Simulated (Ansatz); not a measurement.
## RbCl in Ansatz: the effect of functional

Crystal: RbCl.

```
CELL_PARAMETERS angstrom
0.00000 3.27400 3.27400
3.27400 0.00000 3.27400
3.27400 3.27400 0.00000
ATOMIC_POSITIONS crystal
Rb 0.00000 0.00000 0.00000
Cl 0.50000 0.50000 0.50000
```

Alike in all runs:

* Program: Ansatz 0.2.0
* Task: single point
* Potentials or basis: all-electron PAW datasets made for the crystal
* k mesh: 6 × 6 × 6
* Occupations: fermi-dirac, width 0.05 eV
* Spin: no spin polarisation

```tsv
functional	cutoff	gap on the mesh (eV)	pressure (GPa)
PBE	220 eV (chosen from the basis error)	5.05	1.2
HSE06	250 eV (chosen from the basis error)	?	?
PBE0	250 eV (chosen from the basis error)	7.09	0.8
```

Problem. What does the run with functional HSE06 give?

Solution. gap on the mesh 6.35 eV; pressure 0.9 GPa.

